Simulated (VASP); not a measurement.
# Cd (R-3m) in VASP: single point with LDA

Aim: the single point of Cd with LDA.

All numbers are computed with VASP 6.6.1; they aren't measurements. Logs are shortened: lines on timing, memory, paths and dates and some standing lists are left out, and cuts for length are marked.

**1. The crystal as given**

It takes space group R-3m (No. 166, trigonal). Conventional cell: a = 3.216 Å, b = 3.216 Å, c = 7.348 Å, α = 90.00°, β = 90.00°, γ = 120.00°. Cd (site symmetry -3m) has 12 Cd at 3.07 to 3.22 Å as nearest neighbours.

This isn't the form of Cd at room conditions, which is hcp.

**2. Single point, LDA**

Contents of run.py:

```python
from ase import Atoms
from ase.calculators.vasp import Vasp
from ase.dft.bandgap import bandgap

atoms = Atoms(
    ['Cd'],
    cell=[[1.6080291515, 0.9283960635, 2.44928741], [-1.6080291515, 0.9283960635, 2.44928741], [0.0, -1.856792127, 2.44928741]],
    scaled_positions=[[0.0, 0.0, 0.0]],
    pbc=True,
)
calc = Vasp(
    directory='calc',
    xc='lda',
    pp='LDA',
    setups='recommended',
    pp_version='54',
    prec='Accurate',
    encut=520,
    ediff=1e-06,
    ismear=0,
    sigma=0.1,
    lreal=False,
    lasph=True,
    nelm=100,
    algo='Normal',
    isif=2,
    lwave=False,
    lcharg=False,
    kpts=[10, 10, 10],
    gamma=True,
)
atoms.calc = calc

print('energy (eV):', atoms.get_potential_energy())
print('free energy (eV):', atoms.get_potential_energy(force_consistent=True))
print('forces (eV/A):')
print(atoms.get_forces())
print('stress (eV/A^3, Voigt):', atoms.get_stress())
print('Fermi level (eV):', calc.get_fermi_level())
gap, top, bottom = bandgap(calc)
print('band gap (eV):', gap, 'from (spin, k, band)', top, 'to', bottom)
```

Potentials or basis: VASP PAW LDA potentials, release 54 (Cd).

On the command line:

```
> python run.py
```

The program printed:

```text
energy (eV): -1.48042603
free energy (eV): -1.48090676
forces (eV/A):
[[ 0. -0.  0.]]
stress (eV/A^3, Voigt): [ 0.02796182  0.02796182  0.02779561  0.         -0.         -0.        ]
Fermi level (eV): 2.5311259
band gap (eV): 0.0 from (spin, k, band) (None, None, None) to (None, None, None)
```

OUTCAR:

```text
ENCUT = 520.000000
   EDIFF = 1.00e-06
   PREC = Accurate
   ISIF = 2
   ISMEAR = 0
   NELM = 100
   LASPH = .TRUE.
   LREAL = .FALSE.

 ion  position               nearest neighbor table
   1  0.000  0.000  0.000-

  LATTYP: Found a trigonal (rhomboedric) cell.
 ALAT       =     3.0735461310
 COS(alpha) =     0.4525576903

  Lattice vectors:

 A1 = (   1.6080291515,   0.9283960635,   2.4492874100)
 A2 = (  -1.6080291515,   0.9283960635,   2.4492874100)
 A3 = (   0.0000000000,  -1.8567921270,   2.4492874100)

Analysis of symmetry for initial positions (statically):
=====================================================================
 Subroutine PRICEL returns:
 Original cell was already a primitive cell.

 Routine SETGRP: Setting up the symmetry group for a
 trigonal (rhombohedral) supercell.

 Subroutine GETGRP returns: Found 12 space group operations
 (whereof 12 operations were pure point group operations)
 out of a pool of 12 trial point group operations.

The static configuration has the point symmetry D_3d.

Analysis of symmetry for dynamics (positions and initial velocities):
=====================================================================
 Subroutine PRICEL returns:
 Original cell was already a primitive cell.

 Routine SETGRP: Setting up the symmetry group for a
 trigonal (rhombohedral) supercell.

 Subroutine GETGRP returns: Found 12 space group operations
 (whereof 12 operations were pure point group operations)
 out of a pool of 12 trial point group operations.

The dynamic configuration has the point symmetry D_3d.

 Subroutine INISYM returns: Found 12 space group operations
 (whereof 12 operations are pure point group operations),
 and found     1 'primitive' translations

----------------------------------------------------------------------------------------

                                     Primitive cell

  volume of cell :      21.9391

  direct lattice vectors                    reciprocal lattice vectors
     1.608029152  0.928396064  2.449287410     0.310939637  0.179521083  0.136094005
    -1.608029152  0.928396064  2.449287410    -0.310939637  0.179521083  0.136094005
     0.000000000 -1.856792127  2.449287410     0.000000000 -0.359042166  0.136094005

  length of vectors
     3.073546131  3.073546131  3.073546131     0.383969862  0.383969862  0.383969862

  position of ions in fractional coordinates (direct lattice)
     0.000000000  0.000000000  0.000000000

  ion indices of the primitive-cell ions
   primitive index   ion index
                 1           1

----------------------------------------------------------------------------------------

 KPOINTS: KPOINTS created by Atomic Simulation Env

Automatic generation of k-mesh.
 Grid dimensions read from file:
 generate k-points for:   10   10   10

 Generating k-lattice:

  Cartesian coordinates                     Fractional coordinates (reciprocal lattice)
     0.031093964  0.017952108  0.013609401     0.100000000 -0.000000000  0.000000000
    -0.031093964  0.017952108  0.013609401    -0.000000000  0.100000000  0.000000000
     0.000000000 -0.035904217  0.013609401     0.000000000  0.000000000  0.100000000

  Length of vectors
     0.038396986  0.038396986  0.038396986

  Shift w.r.t. Gamma in fractional coordinates (k-lattice)
     0.000000000  0.000000000  0.000000000

 Subroutine IBZKPT returns following result:
 ===========================================

 Found    116 irreducible k-points:

 Following reciprocal coordinates:
            Coordinates               Weight
  0.000000  0.000000  0.000000      1.000000
  0.100000  0.000000 -0.000000      6.000000
  0.200000  0.000000 -0.000000      6.000000
  0.300000  0.000000 -0.000000      6.000000
  0.400000 -0.000000  0.000000      6.000000
  0.500000 -0.000000  0.000000      3.000000
[... 42 lines left out ...]
  0.300000  0.300000  0.100000      6.000000
  0.400000  0.300000  0.100000     12.000000
 [... further k-points ...]
   k-points           NKPTS =    116   k-points in BZ     NKDIM =    116   number of bands    NBANDS=     10
   number of dos      NEDOS =    301   number of ions     NIONS =      1
   total plane-waves  NPLWV =  13824
   dimension x,y,z NGX =    24 NGY =   24 NGZ =   24
   dimension x,y,z NGXF=    48 NGYF=   48 NGZF=   48
   ions per type =               1
   NGX,Y,Z   is equivalent  to a cutoff of  12.98, 12.98, 12.98 a.u.
   NGXF,Y,Z  is equivalent  to a cutoff of  25.96, 25.96, 25.96 a.u.
 SYSTEM =  unknown system
   PREC   = accura    normal or accurate (medium, high low for compatibility)
   ISTART =      0    job   : 0-new  1-cont  2-samecut
   ICHARG =      2    charge: 1-file 2-atom 10-const
   ISPIN  =      1    spin polarized calculation?
   LNONCOLLINEAR =      F non collinear calculations
   LSORBIT =      F    spin-orbit coupling
   LASPH  =      T    aspherical Exc in radial PAW
   ENCUT  =  520.0 eV  38.22 Ry    6.18 a.u.   5.71  5.71  5.71*2*pi/ulx,y,z
   NELM   =    100;   NELMIN=  2; NELMDL= -5     # of ELM steps
   EDIFF  = 0.1E-05   stopping-criterion for ELM
   LREAL  =      F    real-space projection
   EDIFFG = 0.1E-04   stopping-criterion for IOM
   NSW    =      0    number of steps for IOM
   IBRION =     -1    ionic relax: 0-MD 1-quasi-New 2-CG
   NFREE  =      0    steps in history (QN), initial steepest desc. (CG)
   ISIF   =      2    stress and relaxation
   ISYM   =      2    0-nonsym 1-usesym 2-fastsym
   POTIM  = 0.5000    time-step for ionic-motion
   TEBEG  =    0.0;   TEEND  =   0.0 temperature during run
   PSTRESS=    0.0 pullay stress
   NELECT =      12.0000    total number of electrons
   NUPDOWN=      -1.0000    fix difference up-down
   EMIN   =  10.00;   EMAX   =-10.00  energy-range for DOS
   EFERMI =   0.00;   METHOD = LEGACY
   ISMEAR =     0;   SIGMA  =   0.10  broadening in eV -4-tet -1-fermi 0-gaus
   EFERMI_NEDOS =   21; number of points for ismear=-14 and -15
   IALGO  =     38    algorithm
   IMIX   =      4    mixing-type and parameters
     AMIX     =   0.40;   BMIX     =  1.00
     AMIX_MAG =   1.60;   BMIX_MAG =  1.00
  volume/ion in A,a.u.               =      21.94       148.05
  Fermi-wavevector in a.u.,A,eV,Ry     =   1.338842  2.530044 24.388398  1.792497
  Thomas-Fermi vector in A             =   2.467280
   LORBIT       =      0    0 simple, 1 ext, 2 COOP (PROOUT), +10 PAW based schemes
   GGA     = CA    functional components
   LHFCALC =     F    Hartree Fock is set to
   AEXX    =    0.0000 exact exchange contribution
   IVDW    =     0    specifies the selected vdW correction
   LEPSILON=     F    determine dielectric tensor
   LRPA    =     F    only Hartree local field effects (RPA)
 non-spin polarized calculation
 Gauss-broadening in eV      SIGMA  =   0.10
  energy-cutoff  :      520.00
  volume of cell :       21.94
 maximum number of plane-waves:       602
   NGX = 11   NGY = 11   NGZ = 11

 number of electron      11.9999997 magnetization

 Free energy of the ion-electron system (eV)
  ---------------------------------------------------
  ext. energy  EPLUGINS =         0.00000000
  ---------------------------------------------------
  free energy    TOTEN  =        -1.48090676 eV

  energy without entropy =       -1.47994530  energy(sigma->0) =       -1.48042603

 E-fermi :   2.5311     XC(G=0): -11.2947

 val. band max:        2.4882903466   @ k =   0.5000   0.1000   0.1000
 cond. band min:       2.6812123545   @ k =  -0.4000   0.1000   0.0000
 fundamental gap:      0.1929220080
 Fermi energy:         2.5311258956

 k-point     1 :       0.0000    0.0000    0.0000
  band No.  band energies     occupation
      1      -6.6160      2.00000
      2      -6.6160      2.00000
      3      -6.4148      2.00000
      4      -6.2003      2.00000
      5      -6.0449      2.00000
      6      -6.0449      2.00000
      7      16.0890      0.00000
      8      16.5924      0.00000
      9      16.5924      0.00000
     10      19.4620      0.00000
[... 495 lines left out ...]
 k-point    40 :      -0.1000    0.1000    0.1000
  band No.  band energies     occupation
      1      -6.6920      2.00000
      2      -6.4844      2.00000
      3      -6.3267      2.00000
      4      -6.2172      2.00000
      5      -5.9623      2.00000
      6      -5.2055      2.00000
      7      11.7524      0.00000
      8      13.9632      0.00000
      9      14.9806      0.00000
     10      18.4678      0.00000

 [... further k-points ...]

------------------------ aborting loop because EDIFF is reached ----------------------------------------

  FORCE on cell =-STRESS in cart. coord.  units (eV):
  Direction    XX          YY          ZZ          XY          YZ          ZX
  --------------------------------------------------------------------------------------
  -------------------------------------------------------------------------------------
  Total       -0.6134560     -0.6134560     -0.6098096      0.0000000      0.0000000      0.0000000
  in kB      -44.7997678    -44.7997678    -44.5334794      0.0000000      0.0000000      0.0000000
  external PRESSURE =     -44.7110050 kB  Pullay stress =       0.0000000 kB

 VOLUME and BASIS-vectors are now :
 -----------------------------------------------------------------------------
  energy-cutoff  :      520.00
  volume of cell :       21.94
      direct lattice vectors                 reciprocal lattice vectors
     1.608029152  0.928396064  2.449287410     0.310939637  0.179521083  0.136094005
    -1.608029152  0.928396064  2.449287410    -0.310939637  0.179521083  0.136094005
     0.000000000 -1.856792127  2.449287410     0.000000000 -0.359042166  0.136094005

 POSITION                                       TOTAL-FORCE (eV/Angst)
 -----------------------------------------------------------------------------------
      0.00000      0.00000      0.00000         0.000000     -0.000000      0.000000
 -----------------------------------------------------------------------------------
    total drift:                                0.000000     -0.000000     -0.000000

  FREE ENERGIE OF THE ION-ELECTRON SYSTEM (eV)
  ---------------------------------------------------
  free  energy   TOTEN  =        -1.4809067575 eV

  energy  without entropy=       -1.4799453004  energy(sigma->0) =       -1.48042603
```

INCAR:

```text
ENCUT = 520.000000
SIGMA = 0.100000
EDIFF = 1.00e-06
ALGO = Normal
PREC = Accurate
ISIF = 2
ISMEAR = 0
NELM = 100
LASPH = .TRUE.
LCHARG = .FALSE.
LWAVE = .FALSE.
LREAL = .FALSE.
```

Wall time 12 s (1 thread of AMD EPYC 9R45 (Zen 5), shared host); peak memory 0.11 GiB.

What came out:

```
Free energy            : -1.4809 eV
Pressure               : -4.5 GPa
Band gap on the k mesh : none (metal or under the smearing width)
```

Levels at points of the mesh, in eV from the Fermi level:
| k point | band 4 | band 5 | band 6 | band 7 | band 8 | band 9 |
| --- | --- | --- | --- | --- | --- | --- |
| (0.00, 0.00, 0.00) | -8.73 | -8.58 | -8.58 | 13.56 | 14.06 | 14.06 |
| (0.50, 0.00, 0.00) | -8.31 | -8.17 | -2.39 | -1.63 | 12.36 | 12.55 |
| (0.50, 0.50, 0.00) | -8.13 | -8.09 | -0.78 | 1.35 | 5.99 | 7.51 |
| (0.50, 0.50, 0.50) | -8.16 | -8.16 | -1.90 | -0.49 | 11.37 | 11.37 |
